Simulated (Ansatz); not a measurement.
**AlNi: which structure wins at one pressure**

Which of rocksalt, CsCl, WC, NiAs, zincblende has the lowest enthalpy for AlNi at one common pressure? Methods of the runs shown: LAPW. Companion runs by PAW are cited.

Method: DFT, PBE, all-electron LAPW, scalar-relativistic, in Ansatz 0.2.0.

### Step 1. The starting structure

Symmetry: Fm-3m, No. 225, cubic system. Conventional cell: a = 4.743 Å, b = 4.743 Å, c = 4.743 Å, α = 90.00°, β = 90.00°, γ = 90.00°. Ni (site symmetry m-3m) has 6 Al at 2.37 Å as nearest neighbours. Around Al (site symmetry m-3m) lie 6 Ni at 2.37 Å.

As a file:

```
Ni Al
1.0
     0.00000    2.37142    2.37142
     2.37142    0.00000    2.37142
     2.37142    2.37142    0.00000
Ni Al
1 1
Direct
  0.00000 0.00000 0.00000
  0.50000 0.50000 0.50000
```

Atoms are numbered in the order of the input: Ni1, Al2.

### Step 2. Rocksalt relaxed under pressure, LAPW

The input, input.yaml:

```yaml
crystal:
  lattice:
    - [0.0, 2.3714236984, 2.3714236984]
    - [2.3714236984, 0.0, 2.3714236984]
    - [2.3714236984, 2.3714236984, 0.0]
  atoms:
    - { symbol: Ni, position: [0.0, 0.0, 0.0] }
    - { symbol: Al, position: [0.5, 0.5, 0.5] }
kpoints:
  mp_grid: { grid: [14, 14, 14] }
scf:
  occupations: { method: fermi_dirac, width: 0.05 }
hamiltonian:
  xc: pbe
  pseudopotentials: { kind: all_electron, lapw: { basis_error: 0.0005 } }
output:
  forces: true
  stress: true
  eigenvalues: true
relax:
  f_tol: 0.005
  max_steps: 12
  cell: { p_target: 9.3, stress_tol: 0.03 }
```

Started as:

```sh
$ ansatz run input.yaml --threads 1 --pin off --max-ram 3584MiB --backend cpu --events-out ev --progress --plain --runs-dir out
```

After this run come: CsCl relaxed under pressure, LAPW; WC relaxed under pressure, LAPW; NiAs at the cell that PAW relaxed, LAPW; Zincblende relaxed under pressure, LAPW.

What does the calculation give? Wanted: pressure; lowest (for each run or level that gives them).

**Answer**, as computed:

| quantity | value |
| --- | --- |
| pressure | 9.3 GPa |
| lowest (LAPW) | CsCl, 210.6 meV/atom under WC |
| lowest (PAW) | CsCl, 211.4 meV/atom under WC |

In words: By LAPW the order is CsCl < WC < NiAs < rocksalt < zincblende. By PAW the order is CsCl < WC < NiAs < rocksalt < zincblende. The methods agree on the lowest phase. Only these structures were tried, with electrons smeared by 0.05 eV and without vibrations, so the true ground state may be another. The k meshes differ between phases and weren't tested, which can move differences by some meV. Spin polarisation is left out here, though a magnetic state may lie well lower.
